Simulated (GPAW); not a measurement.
Input of a GPAW 26.7.0 run:

File run.py:

```python
from ase.dft.bandgap import bandgap
from ase.io import read, write
from gpaw import GPAW, PW

atoms = read('AlN.xyz')

calc = GPAW(mode=PW(800),
            xc={'name': 'BEEF-vdW', 'backend': 'libvdwxc'},
            kpts={'size': (10, 10, 10), 'gamma': True},
            occupations={'name': 'fermi-dirac', 'width': 0.05},
            nbands=11,
            convergence={'density': 1e-05, 'energy': 1e-05},
            maxiter=150,
            txt='gpaw.txt')
atoms.calc = calc
energy = atoms.get_potential_energy()
forces = atoms.get_forces()
calc.write('gs.gpw')
write('result.traj', atoms)
print(f'Energy: {energy:.6f} eV')
print('Forces (eV/A):')
print(forces.round(4))
print('Fermi level:', round(calc.get_fermi_level(), 4), 'eV')
print(f'Gap: {bandgap(calc)[0]:.4f} eV, direct: {bandgap(calc, direct=True)[0]:.4f} eV')

path = atoms.cell.bandpath('GXWKGLUWLK,UX', npoints=100, eps=1e-4)
bs_calc = calc.fixed_density(kpts=path, symmetry='off', nbands=19,
                             convergence={'bands': 'CBM+6.0', 'eigenstates': 1e-6}, txt='bands.txt')
bs = bs_calc.band_structure()
bs.write('bs.json')
print(f'Gap on the path: {bandgap(bs_calc)[0]:.4f} eV')
```

AlN.xyz

```xyz
2
Lattice="0.0000000000 2.1839935596 2.1839935596 2.1839935596 0.0000000000 2.1839935596 2.1839935596 2.1839935596 0.0000000000" Properties=species:S:1:pos:R:3 pbc="T T T"
Al     0.0000000000      0.0000000000      0.0000000000
N      1.0919967798      1.0919967798      1.0919967798
```

Potentials or basis: GPAW PAW data sets (gpaw-data 1.2.1), pw.

The run is started by

```sh
$ OMP_NUM_THREADS=1 python run.py
```

(1) What does it give for the band gap along the path?

(2) Estimate the band gap on the k mesh.

## Answers

(1) 3.58 eV, indirect (least direct gap 4.38 eV).

(2) 3.58 eV, indirect (least direct gap 4.38 eV).

Caveat: the PAW data sets were made with another functional, which shifts forces and pressure a little.
